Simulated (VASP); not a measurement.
# Sc (P4/nmm) in VASP: equation of state, part 2 of 2

VASP 6.6.1.

## 3. Equation of state, PBE, 24.24 Å³/atom (volume scaled by 0.96)

INCAR

```
ALGO = Normal
EDIFF = 1E-7
ENCUT = 520
GGA = PE
ISIF = 2
ISMEAR = -1
LASPH = True
LCHARG = False
LREAL = False
LWAVE = False
NBANDS = 30
NELM = 80
PREC = Accurate
SIGMA = 0.05
```

KPOINTS

```
k-points
0
Gamma
  5 5 8
```

POSCAR

```
Sc
1.0
    5.3493876106      0.0000000000      0.0000000000
    0.0000000000      5.3493876106      0.0000000000
    0.0000000000      0.0000000000      3.3887786060
Sc
4
Direct
    0.0000000000      0.5000000000      0.4673360000
    0.5000000000      0.0000000000      0.5326640000
    0.0000000000      0.0000000000      0.0000000000
    0.5000000000      0.5000000000      0.0000000000
```

Potentials or basis: VASP PAW PBE potentials, release 64 (Sc_sv).

The run is started by

```
$ cat potpaw_PBE.64/Sc_sv/POTCAR > POTCAR
$ mpirun -np 1 vasp_std > vasp.out
```

OUTCAR:

```text
EDIFF = 1E-7
   ENCUT = 520
   GGA = PE
   ISIF = 2
   ISMEAR = -1
   LASPH = True
   LREAL = False
   NELM = 80
   PREC = Accurate

 ion  position               nearest neighbor table
   1  0.000  0.500  0.467-   3 3.11   4 3.11   3 3.11   4 3.11   3 3.23   3 3.23   4 3.23   4 3.23

   2  0.500  0.000  0.533-   3 3.11   4 3.11   4 3.11   3 3.11   3 3.23   4 3.23   4 3.23   3 3.23

   3  0.000  0.000  0.000-   1 3.11   2 3.11   1 3.11   2 3.11   2 3.23   1 3.23   2 3.23   1 3.23

   4  0.500  0.500  0.000-   1 3.11   2 3.11   2 3.11   1 3.11   2 3.23   2 3.23   1 3.23   1 3.23

  LATTYP: Found a simple tetragonal cell.
 ALAT       =     5.3493876106
 C/A-ratio  =     0.6334890744

  Lattice vectors:

 A1 = (   5.3493876106,   0.0000000000,   0.0000000000)
 A2 = (   0.0000000000,   5.3493876106,   0.0000000000)
 A3 = (   0.0000000000,   0.0000000000,   3.3887786060)

Analysis of symmetry for initial positions (statically):
=====================================================================
 Subroutine PRICEL returns:
 Original cell was already a primitive cell.

 Routine SETGRP: Setting up the symmetry group for a
 simple tetragonal supercell.

 Subroutine GETGRP returns: Found 16 space group operations
 (whereof  8 operations were pure point group operations)
 out of a pool of 16 trial point group operations.

The static configuration has the point symmetry D_2d.
 The point group associated with its full space group is D_4h.

Analysis of symmetry for dynamics (positions and initial velocities):
=====================================================================
 Subroutine PRICEL returns:
 Original cell was already a primitive cell.

 Routine SETGRP: Setting up the symmetry group for a
 simple tetragonal supercell.

 Subroutine GETGRP returns: Found 16 space group operations
 (whereof  8 operations were pure point group operations)
 out of a pool of 16 trial point group operations.

The dynamic configuration has the point symmetry D_2d.
 The point group associated with its full space group is D_4h.

 Subroutine INISYM returns: Found 16 space group operations
 (whereof  8 operations are pure point group operations),
 and found     1 'primitive' translations

----------------------------------------------------------------------------------------

                                     Primitive cell

  volume of cell :      96.9731

  direct lattice vectors                    reciprocal lattice vectors
     5.349387611  0.000000000  0.000000000     0.186937286  0.000000000  0.000000000
     0.000000000  5.349387611  0.000000000     0.000000000  0.186937286  0.000000000
     0.000000000  0.000000000  3.388778606     0.000000000  0.000000000  0.295091570

  length of vectors
     5.349387611  5.349387611  3.388778606     0.186937286  0.186937286  0.295091570

  position of ions in fractional coordinates (direct lattice)
     0.000000000  0.500000000  0.467336000
     0.500000000  0.000000000  0.532664000
     0.000000000  0.000000000  0.000000000
     0.500000000  0.500000000  0.000000000

  ion indices of the primitive-cell ions
   primitive index   ion index
                 1           1
[... 24 lines left out ...]

 Subroutine IBZKPT returns following result:
 ===========================================

 Found     30 irreducible k-points:

 Following reciprocal coordinates:
            Coordinates               Weight
  0.000000  0.000000  0.000000      1.000000
  0.200000  0.000000  0.000000      4.000000
  0.400000  0.000000  0.000000      4.000000
  0.200000  0.200000  0.000000      4.000000
  0.400000  0.200000  0.000000      8.000000
  0.400000  0.400000  0.000000      4.000000
[... 22 lines left out ...]
  0.400000  0.200000  0.500000      8.000000
  0.400000  0.400000  0.500000      4.000000
   k-points           NKPTS =     30   k-points in BZ     NKDIM =     30   number of bands    NBANDS=     30
   number of dos      NEDOS =    301   number of ions     NIONS =      4
   total plane-waves  NPLWV =  44800
   dimension x,y,z NGX =    40 NGY =   40 NGZ =   28
   dimension x,y,z NGXF=    80 NGYF=   80 NGZF=   56
   ions per type =               4
   NGX,Y,Z   is equivalent  to a cutoff of  12.43, 12.43, 13.74 a.u.
   NGXF,Y,Z  is equivalent  to a cutoff of  24.86, 24.86, 27.47 a.u.
 SYSTEM =  unknown system
   PREC   = accura    normal or accurate (medium, high low for compatibility)
   ISTART =      0    job   : 0-new  1-cont  2-samecut
   ICHARG =      2    charge: 1-file 2-atom 10-const
   ISPIN  =      1    spin polarized calculation?
   LNONCOLLINEAR =      F non collinear calculations
   LSORBIT =      F    spin-orbit coupling
   LASPH  =      T    aspherical Exc in radial PAW
   ENCUT  =  520.0 eV  38.22 Ry    6.18 a.u.   9.95  9.95  6.30*2*pi/ulx,y,z
   NELM   =     80;   NELMIN=  2; NELMDL= -5     # of ELM steps
   EDIFF  = 0.1E-06   stopping-criterion for ELM
   LREAL  =      F    real-space projection
   EDIFFG = 0.1E-05   stopping-criterion for IOM
   NSW    =      0    number of steps for IOM
   IBRION =     -1    ionic relax: 0-MD 1-quasi-New 2-CG
   NFREE  =      0    steps in history (QN), initial steepest desc. (CG)
   ISIF   =      2    stress and relaxation
   ISYM   =      2    0-nonsym 1-usesym 2-fastsym
   POTIM  = 0.5000    time-step for ionic-motion
   TEBEG  =    0.0;   TEEND  =   0.0 temperature during run
   PSTRESS=    0.0 pullay stress
   NELECT =      44.0000    total number of electrons
   NUPDOWN=      -1.0000    fix difference up-down
   EMIN   =  10.00;   EMAX   =-10.00  energy-range for DOS
   EFERMI =   0.00;   METHOD = LEGACY
   ISMEAR =    -1;   SIGMA  =   0.05  broadening in eV -4-tet -1-fermi 0-gaus
   EFERMI_NEDOS =   21; number of points for ismear=-14 and -15
   IALGO  =     38    algorithm
   IMIX   =      4    mixing-type and parameters
     AMIX     =   0.40;   BMIX     =  1.00
     AMIX_MAG =   1.60;   BMIX_MAG =  1.00
  volume/ion in A,a.u.               =      24.24       163.60
  Fermi-wavevector in a.u.,A,eV,Ry     =   1.257984  2.377246 21.531559  1.582525
  Thomas-Fermi vector in A             =   2.391616
   LORBIT       =      0    0 simple, 1 ext, 2 COOP (PROOUT), +10 PAW based schemes
   GGA     = PE    functional components
   LHFCALC =     F    Hartree Fock is set to
   AEXX    =    0.0000 exact exchange contribution
   IVDW    =     0    specifies the selected vdW correction
   LEPSILON=     F    determine dielectric tensor
   LRPA    =     F    only Hartree local field effects (RPA)
 non-spin polarized calculation
  energy-cutoff  :      520.00
  volume of cell :       96.97
 maximum number of plane-waves:      2632
 NGX is ok and might be reduce to    40
   NGX = 19   NGY = 19   NGZ = 13

 number of electron      44.0000021 magnetization

 Free energy of the ion-electron system (eV)
  ---------------------------------------------------
  ext. energy  EPLUGINS =         0.00000000
  ---------------------------------------------------
  free energy    TOTEN  =       -24.57527454 eV

  energy without entropy =      -24.50021648  energy(sigma->0) =      -24.53774551

 E-fermi :   3.8777     XC(G=0):  -9.9449

 val. band max:        3.8766040996   @ k =   0.4000   0.4000   0.2500
 cond. band min:       3.8840235705   @ k =   0.2000   0.0000   0.3750
 fundamental gap:      0.0074194709
 Fermi energy:         3.8777175863

 k-point     1 :       0.0000    0.0000    0.0000
  band No.  band energies     occupation
      1     -45.6462      2.00000
      2     -45.5855      2.00000
      3     -45.5795      2.00000
      4     -45.5303      2.00000
      5     -24.4757      2.00000
      6     -24.4757      2.00000
[... 979 lines left out ...]
     29       6.6674      0.00000
     30       6.7283      0.00000

------------------------ aborting loop because EDIFF is reached ----------------------------------------

  FORCE on cell =-STRESS in cart. coord.  units (eV):
  Direction    XX          YY          ZZ          XY          YZ          ZX
  --------------------------------------------------------------------------------------
  -------------------------------------------------------------------------------------
  Total        0.5989968      0.5989968      1.0555517      0.0000000      0.0000000      0.0000000
  in kB        9.8965482      9.8965482     17.4396902      0.0000000      0.0000000      0.0000000
  external PRESSURE =      12.4109289 kB  Pullay stress =       0.0000000 kB

 VOLUME and BASIS-vectors are now :
 -----------------------------------------------------------------------------
  energy-cutoff  :      520.00
  volume of cell :       96.97
      direct lattice vectors                 reciprocal lattice vectors
     5.349387611  0.000000000  0.000000000     0.186937286  0.000000000  0.000000000
     0.000000000  5.349387611  0.000000000     0.000000000  0.186937286  0.000000000
     0.000000000  0.000000000  3.388778606     0.000000000  0.000000000  0.295091570

 POSITION                                       TOTAL-FORCE (eV/Angst)
 -----------------------------------------------------------------------------------
      0.00000      2.67469      1.58370         0.000000      0.000000      0.190648
      2.67469      0.00000      1.80508        -0.000000      0.000000     -0.190648
      0.00000      0.00000      0.00000        -0.000000      0.000000      0.000000
      2.67469      2.67469      0.00000        -0.000000     -0.000000      0.000000
 -----------------------------------------------------------------------------------
    total drift:                                0.000000      0.000000     -0.000000

  FREE ENERGIE OF THE ION-ELECTRON SYSTEM (eV)
  ---------------------------------------------------
  free  energy   TOTEN  =       -24.5752745421 eV

  energy  without entropy=      -24.5002164755  energy(sigma->0) =      -24.53774551
```

OSZICAR:

```text
N       E                     dE             d eps       ncg     rms          rms(c)
DAV:   1     0.829881663966E+03    0.82988E+03   -0.19517E+04  1816   0.156E+03
DAV:   2     0.336524448032E+02   -0.79623E+03   -0.78334E+03  2512   0.716E+02
DAV:   3    -0.250519095582E+02   -0.58704E+02   -0.56042E+02  3018   0.244E+02
DAV:   4    -0.274240250691E+02   -0.23721E+01   -0.22557E+01  2944   0.450E+01
DAV:   5    -0.274913973549E+02   -0.67372E-01   -0.66423E-01  2968   0.873E+00    0.108E+01
DAV:   6    -0.249194820371E+02    0.25719E+01   -0.58557E+00  2294   0.225E+01    0.326E+00
DAV:   7    -0.245992464180E+02    0.32024E+00   -0.14461E+00  2426   0.102E+01    0.125E+00
DAV:   8    -0.245807640340E+02    0.18482E-01   -0.96989E-02  2388   0.329E+00    0.462E-01
DAV:   9    -0.245752242385E+02    0.55398E-02   -0.27957E-02  2514   0.149E+00    0.379E-02
DAV:  10    -0.245752866118E+02   -0.62373E-04   -0.52549E-04  3062   0.291E-01    0.317E-02
DAV:  11    -0.245752719492E+02    0.14663E-04   -0.11027E-04  2938   0.105E-01    0.927E-03
DAV:  12    -0.245752745925E+02   -0.26433E-05   -0.75422E-06  2922   0.290E-02    0.215E-03
DAV:  13    -0.245752738801E+02    0.71246E-06   -0.19292E-07  1728   0.723E-03    0.109E-03
DAV:  14    -0.245752744582E+02   -0.57810E-06   -0.13923E-07  1450   0.505E-03    0.328E-04
DAV:  15    -0.245752745421E+02   -0.83951E-07   -0.49978E-08  1404   0.391E-03
   1 F= -.24575275E+02 E0= -.24537746E+02  d E =-.750581E-01
```

It took 54 s on 1 thread of AMD EPYC 9R45 (Zen 5), shared host; peak memory 0.2 GiB.

What came out:

```yaml
Free_energy: -24.5753 eV
Pressure: 1.2 GPa
Largest_force: 0.191 eV/Å
Band_gap_on_the_k_mesh: none (metal or under the smearing width)
```

## 4. Equation of state, PBE, 24.75 Å³/atom (volume scaled by 0.98)

INCAR

```
ALGO     = Normal         # electronic algorithm
EDIFF    = 1E-7           # SCF threshold, eV
ENCUT    = 520            # plane-wave cutoff, eV
GGA      = PE             # functional
ISIF     = 2              # what is computed and relaxed
ISMEAR   = -1             # smearing method
LASPH    = True           # aspherical terms in the spheres
LCHARG   = False          # write CHGCAR
LREAL    = False          # projectors in reciprocal space
LWAVE    = False          # write WAVECAR
NBANDS   = 30             # bands
NELM     = 80             # most SCF steps
PREC     = Accurate       # precision mode
SIGMA    = 0.05           # smearing width, eV
```

KPOINTS is that of step 3.

POSCAR

```
Sc
1.0
    5.3862811047      0.0000000000      0.0000000000
    0.0000000000      5.3862811047      0.0000000000
    0.0000000000      0.0000000000      3.4121502315
Sc
4
Direct
    0.0000000000      0.5000000000      0.4673360000
    0.5000000000      0.0000000000      0.5326640000
    0.0000000000      0.0000000000      0.0000000000
    0.5000000000      0.5000000000      0.0000000000
```

The run is started by

```
$ cat potpaw_PBE.64/Sc_sv/POTCAR > POTCAR
$ mpirun -np 1 vasp_std > vasp.out
```

Wall time 68 s (1 thread of AMD EPYC 9R45 (Zen 5), shared host); peak memory 0.19 GiB.

It converged, with:

- Free energy: -24.5847 eV
- Pressure: 0.1 GPa
- Largest force: 0.202 eV/Å
- Band gap on the k mesh: none (metal or under the smearing width)

## 5. Equation of state, PBE, 25.76 Å³/atom (volume scaled by 1.02)

INCAR

```
ALGO = Normal
EDIFF = 1E-7
ENCUT = 520
GGA = PE
ISIF = 2
ISMEAR = -1
LASPH = True
LCHARG = False
LREAL = False
LWAVE = False
NBANDS = 30
NELM = 80
PREC = Accurate
SIGMA = 0.05
```

KPOINTS is that of step 4.

POSCAR

```
Sc
1.0
    5.4585888082      0.0000000000      0.0000000000
    0.0000000000      5.4585888082      0.0000000000
    0.0000000000      0.0000000000      3.4579563716
Sc
4
Direct
    0.0000000000      0.5000000000      0.4673360000
    0.5000000000      0.0000000000      0.5326640000
    0.0000000000      0.0000000000      0.0000000000
    0.5000000000      0.5000000000      0.0000000000
```

The run is started by

```
$ cat potpaw_PBE.64/Sc_sv/POTCAR > POTCAR
$ mpirun -np 1 vasp_std > vasp.out
```

It took 80 s on 1 thread of AMD EPYC 9R45 (Zen 5), shared host; peak memory 0.21 GiB.

The run converged. Its results:

```yaml
Free_energy: -24.5641 eV
Pressure: -1.8 GPa
Largest_force: 0.221 eV/Å
Band_gap_on_the_k_mesh: none (metal or under the smearing width)
```

## 6. Equation of state, PBE, 26.26 Å³/atom (volume scaled by 1.04)

INCAR

```
ALGO = Normal ; EDIFF = 1E-7
ENCUT = 520 ; GGA = PE
ISIF = 2 ; ISMEAR = -1
LASPH = True ; LCHARG = False
LREAL = False ; LWAVE = False
NBANDS = 30 ; NELM = 60
PREC = Accurate ; SIGMA = 0.05
```

KPOINTS is that of step 5.

POSCAR

```
Sc
1.0
    5.4940351833      0.0000000000      0.0000000000
    0.0000000000      5.4940351833      0.0000000000
    0.0000000000      0.0000000000      3.4804112630
Sc
4
Direct
    0.0000000000      0.5000000000      0.4673360000
    0.5000000000      0.0000000000      0.5326640000
    0.0000000000      0.0000000000      0.0000000000
    0.5000000000      0.5000000000      0.0000000000
```

Potentials or basis: VASP PAW PBE potentials, release 64 (Sc_sv).

The run is started by

```
$ cat potpaw_PBE.64/Sc_sv/POTCAR > POTCAR
$ mpirun -np 1 vasp_std > vasp.out
```

Wall time 66 s (1 thread of AMD EPYC 9R45 (Zen 5), shared host); peak memory 0.21 GiB.

Results (log left out):

| Item | Value |
| --- | --- |
| Free energy | -24.5362 eV |
| Pressure | -2.7 GPa |
| Largest force | 0.227 eV/Å |
| Band gap on the k mesh | none (metal or under the smearing width) |

## 7. Equation of state, PBE, 26.77 Å³/atom (volume scaled by 1.06)

INCAR

```
PREC = Accurate
ENCUT = 520
EDIFF = 1E-7
ISMEAR = -1
SIGMA = 0.05
LREAL = F
LASPH = T
NELM = 80
ALGO = Normal
ISIF = 2
LWAVE = F
LCHARG = F
GGA = PE
NBANDS = 30
```

KPOINTS

```
regular mesh
0
Gamma
  5 5 8
```

POSCAR

```
Sc
1.0
    5.5290299814      0.0000000000      0.0000000000
    0.0000000000      5.5290299814      0.0000000000
    0.0000000000      0.0000000000      3.5025800853
Sc
4
Direct
    0.0000000000      0.5000000000      0.4673360000
    0.5000000000      0.0000000000      0.5326640000
    0.0000000000      0.0000000000      0.0000000000
    0.5000000000      0.5000000000      0.0000000000
```

The run is started by

```
$ cat potpaw_PBE.64/Sc_sv/POTCAR > POTCAR
$ mpirun -np 1 vasp_std > vasp.out
```

Wall time 76 s (1 thread of AMD EPYC 9R45 (Zen 5), shared host); peak memory 0.21 GiB.

The run converged. Its results:

- Free energy: -24.4979 eV
- Pressure: -3.5 GPa
- Largest force: 0.233 eV/Å
- Band gap on the k mesh: none (metal or under the smearing width)

## 8. Equation of state, PBE

Potentials or basis: VASP PAW PBE potentials, release 64 (Sc_sv).

No new run: the results of the series are fitted here.

Results:

| Item | Value |
| --- | --- |
| Equilibrium volume | 24.84 Å³/atom |
| Bulk modulus at fixed shape and positions | 52 GPa |
| Pressure derivative of the bulk modulus | 3.2 |

Energy against volume, from the lowest point:
```
volume (Å³/atom)  energy (meV/atom)
          23.738               8.38
          24.243               2.35
          24.748               0.00
          25.253               1.02
          25.758               5.15
          26.264              12.11
          26.769              21.70
```

Caveat: the cell was scaled at fixed shape and fractional positions, which overstates the stiffness of a crystal with free parameters, most of all of layers and chains.
